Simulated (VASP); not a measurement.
# LiF (P2_1) in VASP: further runs

Runs on LiF. Level: LDA. Tasks: single point.

Everything below comes from runs of VASP 6.6.1. Logs are shortened: lines on timing, memory, paths and dates and some standing lists are left out, and cuts for length are marked.

**1. The cell of the first run**

It takes space group P2_1 (No. 4, monoclinic). The conventional cell has a = 3.048 Å, b = 4.807 Å, c = 3.061 Å, α = 90.00°, β = 119.57°, γ = 90.00°. Around Li (site symmetry 1) lie 4 F at 1.84 to 1.86 Å. F (site symmetry 1) is surrounded by 4 Li at 1.84 to 1.86 Å.

The cell comes from a database or a generator and needn't be the stable form of this composition.

**2. Single point, LDA (strain +0.0100 x Voigt [0, 0, 0, 0, 0, 1], atoms carried along)**

The input, INCAR:

```
PREC     = Accurate       # precision mode
ENCUT    = 520            # plane-wave cutoff, eV
EDIFF    = 1E-6           # SCF threshold, eV
ISMEAR   = 0              # smearing method
SIGMA    = 0.05           # smearing width, eV
LREAL    = F              # projectors in reciprocal space
LASPH    = T              # aspherical terms in the spheres
NELM     = 100            # most SCF steps
ALGO     = Fast           # electronic algorithm
ISIF     = 2              # what is computed and relaxed
LWAVE    = F              # write WAVECAR
LCHARG   = F              # write CHGCAR
GGA      = CA             # functional
NBANDS   = 18             # bands
```

The input, KPOINTS:

```
Automatic mesh
0
Gamma
  9 9 6
```

The input, POSCAR:

```
LiF
1.0
    3.0609398175      0.0153046991      0.0000000000
   -1.5172156505      2.6431992919      0.0000000000
    0.0000000000      0.0000000000      4.8073245700
Li F
2 2
Direct
    0.3333333333      0.6666666667      0.3811542600
    0.6666666667      0.3333333333      0.8811542600
    0.3333333333      0.6666666667      0.9938437400
    0.6666666667      0.3333333333      0.4938437400
```

Potentials or basis: VASP PAW LDA potentials, release 64 (Li_sv, F).

Started as:

```
$ cat potpaw_LDA.64/Li_sv/POTCAR potpaw_LDA.64/F/POTCAR > POTCAR
$ mpirun -np 1 vasp_std > vasp.out
```

OUTCAR:

```text
PREC = Accurate
   ENCUT = 520
   EDIFF = 1E-6
   ISMEAR = 0
   LREAL = F
   LASPH = T
   NELM = 100
   ISIF = 2
   GGA = CA

 ion  position               nearest neighbor table
   1  0.333  0.667  0.381-   4 1.84   4 1.85   4 1.86   3 1.86
   2  0.667  0.333  0.881-   3 1.84   3 1.85   3 1.86   4 1.86
   3  0.333  0.667  0.994-   2 1.84   2 1.85   2 1.86   1 1.86
   4  0.667  0.333  0.494-   1 1.84   1 1.85   1 1.86   2 1.86

  Warning from LATTYP: Monoclinic adjustment (A1->A3, A2->A1, A3->A2)!
  LATTYP: Found a simple monoclinic cell.
 ALAT       =     3.0476951663
 B/A-ratio  =     1.5773639776
 C/A-ratio  =     1.0043583469
 COS(beta)  =    -0.4934813924

  Lattice vectors:

 A1 = (  -1.5172156505,   2.6431992919,   0.0000000000)
 A2 = (   0.0000000000,   0.0000000000,   4.8073245700)
 A3 = (   3.0609398175,   0.0153046991,   0.0000000000)

Analysis of symmetry for initial positions (statically):
=====================================================================
 Subroutine PRICEL returns:
 Original cell was already a primitive cell.

 Routine SETGRP: Setting up the symmetry group for a
 simple monoclinic supercell.

 Subroutine GETGRP returns: Found  2 space group operations
 (whereof  1 operations were pure point group operations)
 out of a pool of  4 trial point group operations.

The static configuration has the point symmetry C_1 .
 The point group associated with its full space group is C_2 .

Analysis of symmetry for dynamics (positions and initial velocities):
=====================================================================
 Subroutine PRICEL returns:
 Original cell was already a primitive cell.

 Routine SETGRP: Setting up the symmetry group for a
 simple monoclinic supercell.

 Subroutine GETGRP returns: Found  2 space group operations
 (whereof  1 operations were pure point group operations)
 out of a pool of  4 trial point group operations.

The dynamic configuration has the point symmetry C_1 .
 The point group associated with its full space group is C_2 .

 Subroutine INISYM returns: Found  2 space group operations
 (whereof  1 operations are pure point group operations),
 and found     1 'primitive' translations

----------------------------------------------------------------------------------------

                                     Primitive cell

  volume of cell :      39.0061

  direct lattice vectors                    reciprocal lattice vectors
     3.060939817  0.015304699  0.000000000     0.325762098  0.186989818  0.000000000
    -1.517215651  2.643199292  0.000000000    -0.001886233  0.377246687  0.000000000
     0.000000000  0.000000000  4.807324570     0.000000000  0.000000000  0.208015911

  length of vectors
     3.060978079  3.047695166  4.807324570     0.375614345  0.377251403  0.208015911

  position of ions in fractional coordinates (direct lattice)
     0.333333333  0.666666667  0.381154260
     0.666666667  0.333333333  0.881154260
     0.333333333  0.666666667  0.993843740
     0.666666667  0.333333333  0.493843740

  ion indices of the primitive-cell ions
   primitive index   ion index
                 1           1
                 2           2
                 3           3
                 4           4

----------------------------------------------------------------------------------------

 KPOINTS: Automatic mesh

Automatic generation of k-mesh.
 Grid dimensions read from file:
 generate k-points for:    9    9    6

 Generating k-lattice:

  Cartesian coordinates                     Fractional coordinates (reciprocal lattice)
     0.036195789  0.020776646  0.000000000     0.111111111 -0.000000000  0.000000000
    -0.000209581  0.041916299  0.000000000     0.000000000  0.111111111  0.000000000
     0.000000000  0.000000000  0.034669319     0.000000000  0.000000000  0.166666667

  Length of vectors
     0.041734927  0.041916823  0.034669319

  Shift w.r.t. Gamma in fractional coordinates (k-lattice)
     0.000000000  0.000000000  0.000000000

 Subroutine IBZKPT returns following result:
 ===========================================

 Found    164 irreducible k-points:

 Following reciprocal coordinates:
            Coordinates               Weight
  0.000000  0.000000  0.000000      1.000000
  0.111111  0.000000  0.000000      2.000000
  0.222222 -0.000000  0.000000      2.000000
  0.333333  0.000000  0.000000      2.000000
  0.444444 -0.000000  0.000000      2.000000
  0.000000  0.111111  0.000000      2.000000
[... 16 lines left out ...]
 -0.111111  0.222222  0.000000      2.000000
  0.000000  0.333333  0.000000      2.000000
 [... further k-points ...]
   k-points           NKPTS =    164   k-points in BZ     NKDIM =    164   number of bands    NBANDS=     18
   number of dos      NEDOS =    301   number of ions     NIONS =      4
   total plane-waves  NPLWV =  20736
   dimension x,y,z NGX =    24 NGY =   24 NGZ =   36
   dimension x,y,z NGXF=    48 NGYF=   48 NGZF=   72
   ions per type =               2   2
   NGX,Y,Z   is equivalent  to a cutoff of  13.03, 13.09, 12.45 a.u.
   NGXF,Y,Z  is equivalent  to a cutoff of  26.07, 26.18, 24.90 a.u.
 SYSTEM =  unknown system
   PREC   = accura    normal or accurate (medium, high low for compatibility)
   ISTART =      0    job   : 0-new  1-cont  2-samecut
   ICHARG =      2    charge: 1-file 2-atom 10-const
   ISPIN  =      1    spin polarized calculation?
   LNONCOLLINEAR =      F non collinear calculations
   LSORBIT =      F    spin-orbit coupling
   LASPH  =      T    aspherical Exc in radial PAW
   ENCUT  =  520.0 eV  38.22 Ry    6.18 a.u.   5.69  5.67  8.94*2*pi/ulx,y,z
   NELM   =    100;   NELMIN=  2; NELMDL= -5     # of ELM steps
   EDIFF  = 0.1E-05   stopping-criterion for ELM
   LREAL  =      F    real-space projection
   EDIFFG = 0.1E-04   stopping-criterion for IOM
   NSW    =      0    number of steps for IOM
   IBRION =     -1    ionic relax: 0-MD 1-quasi-New 2-CG
   NFREE  =      0    steps in history (QN), initial steepest desc. (CG)
   ISIF   =      2    stress and relaxation
   ISYM   =      2    0-nonsym 1-usesym 2-fastsym
   POTIM  = 0.5000    time-step for ionic-motion
   TEBEG  =    0.0;   TEEND  =   0.0 temperature during run
   PSTRESS=    0.0 pullay stress
   NELECT =      20.0000    total number of electrons
   NUPDOWN=      -1.0000    fix difference up-down
   EMIN   =  10.00;   EMAX   =-10.00  energy-range for DOS
   EFERMI =   0.00;   METHOD = LEGACY
   ISMEAR =     0;   SIGMA  =   0.05  broadening in eV -4-tet -1-fermi 0-gaus
   EFERMI_NEDOS =   21; number of points for ismear=-14 and -15
   IALGO  =     68    algorithm
   IMIX   =      4    mixing-type and parameters
     AMIX     =   0.40;   BMIX     =  1.00
     AMIX_MAG =   1.60;   BMIX_MAG =  1.00
  volume/ion in A,a.u.               =       9.75        65.81
  Fermi-wavevector in a.u.,A,eV,Ry     =   1.310310  2.476126 23.359993  1.716911
  Thomas-Fermi vector in A             =   2.440849
   LORBIT       =      0    0 simple, 1 ext, 2 COOP (PROOUT), +10 PAW based schemes
   GGA     = CA    functional components
   LHFCALC =     F    Hartree Fock is set to
   AEXX    =    0.0000 exact exchange contribution
   IVDW    =     0    specifies the selected vdW correction
   LEPSILON=     F    determine dielectric tensor
   LRPA    =     F    only Hartree local field effects (RPA)
 non-spin polarized calculation
 RMM-DIIS sequential band-by-band and
 Gauss-broadening in eV      SIGMA  =   0.05
  energy-cutoff  :      520.00
  volume of cell :       39.01
 maximum number of plane-waves:      1085
   NGX = 11   NGY = 11   NGZ = 17

 number of electron      20.0000020 magnetization

 Free energy of the ion-electron system (eV)
  ---------------------------------------------------
  ext. energy  EPLUGINS =         0.00000000
  ---------------------------------------------------
  free energy    TOTEN  =       -20.79297821 eV

  energy without entropy =      -20.79297821  energy(sigma->0) =      -20.79297821

 E-fermi :  -2.4354     XC(G=0):  -9.6275

 val. band max:       -2.6906446178   @ k =   0.0000   0.0000   0.0000
 cond. band min:       4.8971319904   @ k =   0.0000   0.0000   0.0000
 fundamental gap:      7.5877766081
 Fermi energy:        -2.4354273611

 k-point     1 :       0.0000    0.0000    0.0000
  band No.  band energies     occupation
      1     -41.9434      2.00000
      2     -41.8916      2.00000
      3     -21.7333      2.00000
      4     -21.4834      2.00000
      5      -4.9839      2.00000
      6      -3.1884      2.00000
[... 10 lines left out ...]
     17      16.7398      0.00000
     18      17.3281      0.00000

 k-point     2 :       0.1111    0.0000    0.0000
  band No.  band energies     occupation
      1     -41.9387      2.00000
      2     -41.8896      2.00000
      3     -21.7166      2.00000
      4     -21.4790      2.00000
      5      -4.9195      2.00000
      6      -3.3260      2.00000
[... 10 lines left out ...]
     17      16.9000      0.00000
     18      17.3004      0.00000

 k-point     3 :       0.2222   -0.0000    0.0000
  band No.  band energies     occupation
      1     -41.9264      2.00000
      2     -41.8851      2.00000
      3     -21.6718      2.00000
      4     -21.4721      2.00000
      5      -4.7563      2.00000
      6      -3.7157      2.00000
[... 10 lines left out ...]
     17      16.9675      0.00000
     18      17.1567      0.00000

 k-point     4 :       0.3333    0.0000    0.0000
  band No.  band energies     occupation
      1     -41.9112      2.00000
      2     -41.8812      2.00000
      3     -21.6132      2.00000
      4     -21.4708      2.00000
      5      -4.6667      2.00000
      6      -4.0297      2.00000
[... 10 lines left out ...]
     17      16.6441      0.00000
     18      17.6555      0.00000

 k-point     5 :       0.4444   -0.0000    0.0000
  band No.  band energies     occupation
      1     -41.8997      2.00000
      2     -41.8802      2.00000
      3     -21.5639      2.00000
      4     -21.4800      2.00000
      5      -4.8082      2.00000
      6      -4.0035      2.00000
[... 10 lines left out ...]
     17      16.3489      0.00000
     18      18.0692      0.00000

 k-point     6 :       0.0000    0.1111    0.0000
  band No.  band energies     occupation
      1     -41.9386      2.00000
      2     -41.8895      2.00000
      3     -21.7163      2.00000
      4     -21.4789      2.00000
      5      -4.9187      2.00000
      6      -3.3178      2.00000
[... 307 lines left out ...]
 k-point    21 :      -0.3333    0.2222    0.0000
  band No.  band energies     occupation
      1     -41.9157      2.00000
      2     -41.8819      2.00000
      3     -21.6310      2.00000
      4     -21.4671      2.00000
      5      -4.6156      2.00000
      6      -4.0744      2.00000
[... 10 lines left out ...]
     17      17.0266      0.00000
     18      17.6387      0.00000

 k-point    22 :      -0.2222    0.2222    0.0000
  band No.  band energies     occupation
      1     -41.9258      2.00000
      2     -41.8847      2.00000
      3     -21.6692      2.00000
      4     -21.4699      2.00000
      5      -4.7494      2.00000
      6      -3.7061      2.00000
[... 10 lines left out ...]
     17      16.8142      0.00000
     18      17.1605      0.00000

 k-point    23 :      -0.1111    0.2222    0.0000
  band No.  band energies     occupation
      1     -41.9297      2.00000
      2     -41.8861      2.00000
      3     -21.6839      2.00000
      4     -21.4723      2.00000
      5      -4.7965      2.00000
      6      -3.5883      2.00000
[... 10 lines left out ...]
     17      17.1320      0.00000
     18      17.4977      0.00000

 k-point    24 :       0.0000    0.3333    0.0000
  band No.  band energies     occupation
      1     -41.9106      2.00000
      2     -41.8809      2.00000
      3     -21.6107      2.00000
      4     -21.4685      2.00000
      5      -4.6619      2.00000
      6      -4.0286      2.00000
[... 10 lines left out ...]
     17      16.5557      0.00000
     18      17.7296      0.00000

 [... further k-points ...]

------------------------ aborting loop because EDIFF is reached ----------------------------------------

  FORCE on cell =-STRESS in cart. coord.  units (eV):
  Direction    XX          YY          ZZ          XY          YZ          ZX
  --------------------------------------------------------------------------------------
  -------------------------------------------------------------------------------------
  Total       -0.7268161     -0.7275126     -0.8355754     -0.0956141      0.0000000      0.0000000
  in kB      -29.8539854    -29.8825960    -34.3212782     -3.9273530      0.0000000      0.0000000
  external PRESSURE =     -31.3526199 kB  Pullay stress =       0.0000000 kB

 VOLUME and BASIS-vectors are now :
 -----------------------------------------------------------------------------
  energy-cutoff  :      520.00
  volume of cell :       39.01
      direct lattice vectors                 reciprocal lattice vectors
     3.060939817  0.015304699  0.000000000     0.325762098  0.186989818  0.000000000
    -1.517215651  2.643199292  0.000000000    -0.001886233  0.377246687  0.000000000
     0.000000000  0.000000000  4.807324570     0.000000000  0.000000000  0.208015911

 POSITION                                       TOTAL-FORCE (eV/Angst)
 -----------------------------------------------------------------------------------
      0.00884      1.76723      1.83233        -0.027483      0.000533     -0.008741
      1.53489      0.89127      4.23599         0.027483     -0.000533     -0.008741
      0.00884      1.76723      4.77773        -0.030154      0.000521      0.008741
      1.53489      0.89127      2.37407         0.030154     -0.000521      0.008741
 -----------------------------------------------------------------------------------
    total drift:                                0.000001      0.000001     -0.000375

  FREE ENERGIE OF THE ION-ELECTRON SYSTEM (eV)
  ---------------------------------------------------
  free  energy   TOTEN  =       -20.7929782082 eV

  energy  without entropy=      -20.7929782082  energy(sigma->0) =      -20.79297821
```

Wall time 1.7 min (1 thread of Intel Xeon Platinum 8488C (Sapphire Rapids), shared host); peak memory 0.19 GiB.

Results:

| Quantity | Value |
| --- | --- |
| Free energy | -20.7930 eV |
| Largest force | 0.031 eV/Å |
| Band gap on the k mesh | 7.59 eV, direct |

Forces on the atoms (eV/Å):
```
Li  -0.027  0.001 -0.009
Li   0.027 -0.001 -0.009
F   -0.030  0.001  0.009
F    0.030 -0.001  0.009
```

Levels at points of the mesh, in eV from the valence-band top:
```
           k point  band 7  band 8  band 9  band 10  band 11  band 12  band 13  band 14
(0.00, 0.00, 0.00)   -0.48   -0.16   -0.14     0.00     7.59    11.81    15.10    18.17
(0.00, 0.00, 0.50)   -0.33   -0.33   -0.31    -0.31     9.28     9.28    17.36    17.36
```

Caveat: the cutoff is under 1.25 times the usual one of these potentials, so pressure, stress and relaxed cells hold a basis-set (Pulay) error; an odd mesh through Γ misses points on the zone boundary, where band edges often lie.

**3. Single point, LDA (strain +0.0350 x Voigt [0, 0, 0, 0, 0, 1], atoms carried along)**

The input, INCAR:

```
SYSTEM = LiF
ALGO = Normal
EDIFF = 1E-6
ENCUT = 520
GGA = CA
ISIF = 2
ISMEAR = 0
LASPH = .True.
LCHARG = .False.
LREAL = .False.
LWAVE = .False.
NBANDS = 18
NELM = 100
PREC = Accurate
SIGMA = 0.05
```

The input, KPOINTS:

```
k-points
0
Gamma
  9 9 6
  0 0 0
```

POSCAR: that of step 2 with these lines changed.

```diff
@@ -2,4 +2,4 @@
 1.0
-    3.0609398175      0.0153046991      0.0000000000
-   -1.5172156505      2.6431992919      0.0000000000
+    3.0609398175      0.0535664468      0.0000000000
+   -1.4840800050      2.6240684180      0.0000000000
     0.0000000000      0.0000000000      4.8073245700
```

Potentials or basis: VASP PAW LDA potentials, release 64 (Li_sv, F).

Started as:

```
$ cat potpaw_LDA.64/Li_sv/POTCAR potpaw_LDA.64/F/POTCAR > POTCAR
$ mpirun -np 1 vasp_std > vasp.out
```

It took 66 s on 1 thread of Intel Xeon Platinum 8488C (Sapphire Rapids), shared host; peak memory 0.19 GiB.

The run converged. Its results:

* Free energy: -20.7878 eV
* Largest force: 0.107 eV/Å
* Band gap on the k mesh: 7.59 eV, direct

Forces on the atoms (eV/Å):
```
Li  -0.097  0.006 -0.012
Li   0.097 -0.006 -0.012
F   -0.106  0.006  0.012
F    0.106 -0.006  0.012
```

Levels at points of the mesh, in eV from the valence-band top:
```
           k point  band 7  band 8  band 9  band 10  band 11  band 12  band 13  band 14
(0.00, 0.00, 0.00)   -0.45   -0.18   -0.12     0.00     7.59    11.81    15.09    18.00
(0.00, 0.00, 0.50)   -0.35   -0.35   -0.29    -0.29     9.27     9.27    17.32    17.32
```

Caveat: the cutoff is under 1.25 times the usual one of these potentials, so pressure, stress and relaxed cells hold a basis-set (Pulay) error; an odd mesh through Γ misses points on the zone boundary, where band edges often lie.

(Part 1 of 2 ends here.)
